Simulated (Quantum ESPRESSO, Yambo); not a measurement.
Planning a run of Quantum ESPRESSO 7.5 on CaS (Oldhamite). The input:

```
&control
  calculation = 'nscf'
  prefix = 'x'
  outdir = 'o'
  pseudo_dir = 'pseudo'
/
&system
  ibrav = 0
  nat = 2
  ntyp = 2
  ecutwfc = 56.0
  nbnd = 120
  force_symmorphic = .true.
/
&electrons
  conv_thr = 1e-9
  electron_maxstep = 80
  diago_full_acc = .true.
  diago_thr_init = 5e-6
/
ATOMIC_SPECIES
  Ca 40.078 Ca.upf
  S 32.06 S.upf
CELL_PARAMETERS angstrom
  -0.0000000000 2.8430000000 2.8430000000
  2.8430000000 -0.0000000000 2.8430000000
  2.8430000000 2.8430000000 -0.0000000000
ATOMIC_POSITIONS crystal
  Ca 0.0000000000 0.0000000000 0.0000000000
  S 0.5000000000 0.5000000000 0.5000000000
K_POINTS automatic
  6 6 6 0 0 0
```

The database entry behind the starting cell differs from later determinations by our own check (0.1 to 0.3 % short, probably kX units), so it need not match the best structure at ambient conditions.

```sh
OMP_NUM_THREADS=1 mpirun -n 4 pw.x -nk 4 -in pw.in > pw.out
```

**Question.** Estimate wall time and host memory on 4 MPI ranks of Arm Neoverse N1, shared host.

It took 16 s; on shared hardware allow 8 s to 32 s. Peak host memory was 0.28 GiB.

[Paths, hosts, dates, memory and timing lines, banners, echoed tables and standing remarks are left out of the program output.]

[Logs are printed without paths, hosts, clocks, repeated set-up lines and the standing remarks that a program may print on its own settings, such as how far it seeks lower states.]

[Runs of the session that timed out or met a known fault of the program may be left out.]

[Hosts, paths, dates, database ids (printed as entryN), source tags and the programs' standing remarks are cut or masked in the printed files.]
